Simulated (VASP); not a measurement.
# Sn in VASP: how settings move the PBE single point

The PBE single point of diamond Sn, under +0.4 % equal strain in all directions is repeated with altered inputs. Which of them can be trusted?

Code: VASP 6.6.1. PAW datasets, plane waves. (Simulation; spin polarisation is off (in the reference).)

### Step 1. The cell

The cell comes from an earlier relaxation with r2SCAN in another program. Some of the altered inputs switch spin polarisation on.

The symmetry is Fd-3m (No. 227, cubic); a = 6.594 Å in the conventional setting, 35.84 Å³ an atom. Around Sn lie 4 Sn at 2.86 Å.

Structure file:

```cif
data_structure
_symmetry_space_group_name_H-M 'P 1'
_symmetry_Int_Tables_number 1
_cell_length_a 4.6626
_cell_length_b 4.6626
_cell_length_c 4.6626
_cell_angle_alpha 60.000
_cell_angle_beta 60.000
_cell_angle_gamma 60.000
_cell_volume 71.67
loop_
_atom_site_label
_atom_site_type_symbol
_atom_site_fract_x
_atom_site_fract_y
_atom_site_fract_z
_atom_site_occupancy
Sn1 Sn 0.00000 0.00000 0.00000 1
Sn2 Sn 0.25000 0.25000 0.25000 1
```

### Step 2. Baseline

The input, INCAR:

```
ENCUT = 520.000000
SIGMA = 0.020000
EDIFF = 1.00e-07
GGA = PE
PREC = Accurate
IBRION = -1
ISIF = 2
ISMEAR = -1
NBANDS = 21
NELM = 120
NSW = 0
LASPH = .TRUE.
LCHARG = .TRUE.
LELF = .TRUE.
LWAVE = .FALSE.
LREAL = .FALSE.
```

The input, KPOINTS:

```
KPOINTS created by Atomic Simulation Environment
0
Gamma
6 6 6
0 0 0
```

The input, POSCAR:

```
Sn
 1.0000000000000000
     0.0000000000000000    3.2969407276000000    3.2969407276000000
     3.2969407276000000    0.0000000000000000    3.2969407276000000
     3.2969407276000000    3.2969407276000000    0.0000000000000000
 Sn
   2
Cartesian
  0.0000000000000000  0.0000000000000000  0.0000000000000000
  1.6484703638000000  1.6484703638000000  1.6484703638000000
```

A file KPOINTS_OPT adds named points for the levels; it doesn't enter the self-consistent loop.

Potentials: the recommended PBE PAW datasets, 28 valence electrons.

Started as:

```sh
mpirun -np 1 vasp_std
```

### Step 3. Try 1

The input, INCAR:

```
ENCUT = 520.000000
SIGMA = 0.020000
EDIFF = 1.00e-07
PREC = Accurate
IBRION = -1
ISIF = 2
ISMEAR = -1
NBANDS = 21
NSW = 0
LASPH = .TRUE.
LCHARG = .FALSE.
LWAVE = .FALSE.
LREAL = .FALSE.
GGA = RE
ISPIN = 2
MAGMOM = -1 1
NELM = 89
```

KPOINTS is that of step 2.

POSCAR is that of step 2.

### Step 4. Try 2

INCAR: that of step 2 with these lines changed.

```diff
@@ -12,5 +12,5 @@
 LASPH = .TRUE.
-LCHARG = .TRUE.
-LELF = .TRUE.
+LCHARG = .FALSE.
 LWAVE = .FALSE.
 LREAL = .FALSE.
+NELECT = 28.02
```

KPOINTS is that of step 2.

POSCAR is that of step 2.

**Question.** What will these runs give? Wanted: for each run, changed; ending; energy change; pressure; electronic steps; usable.

As calculated:

| run | changed | ending | energy change (meV/atom) | pressure (GPa) | gap on the mesh (eV; negative: overlap) | electronic steps | time | usable |
| --- | --- | --- | --- | --- | --- | --- | --- | --- |
| ref. | – | converged | 0 | 1.1 | -0.18 | 12 | 11 s | yes |
| 1 | GGA = RE, ISPIN = 2, MAGMOM = -1 1, NELM = 89 | converged | – | 2.0 | – | 17 | 24 s | yes |
| 2 | NELECT = 28.02 | converged | – | 1.6 | – | 13 | 9.4 s | no |

**Reading.** Of 2 altered inputs, 1 ended normally on a faulty or unsound input, 1 gave usable results.
